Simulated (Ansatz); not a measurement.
## Mo in Ansatz: the effect of functional

The system is Mo.

```xyz
1
Lattice="-1.5943 1.5943 1.5943 1.5943 -1.5943 1.5943 1.5943 1.5943 -1.5943" Properties=species:S:1:pos:R:3 pbc="T T T"
Mo    0.0000    0.0000    0.0000
```

The cell isn't the ideal one: volume scaled by 1.02.

Alike in all runs:

| Property | Result |
| --- | --- |
| Program | Ansatz 0.2.0 |
| Task | single point |
| Potentials or basis | Ansatz PAW |
| k mesh | 12 × 12 × 12 |
| Occupations | fermi-dirac, width 0.05 eV |
| Spin | no spin polarisation |

```tsv
functional	cutoff	pressure (GPa)
LDA	420 eV (not typed: the program's choice for these potentials)	-18.6
r2SCAN	500 eV (not typed: the program's choice for these potentials)	-9.3
PBE	420 eV (not typed: the program's choice for these potentials)	?
```

Task: What does the run with functional PBE give?

Result: Pressure -6.7 GPa.

Caveats: the PAW data sets come from PBE, with cores solved anew for the run's functional, which leaves a small shift of forces and pressure (some runs).
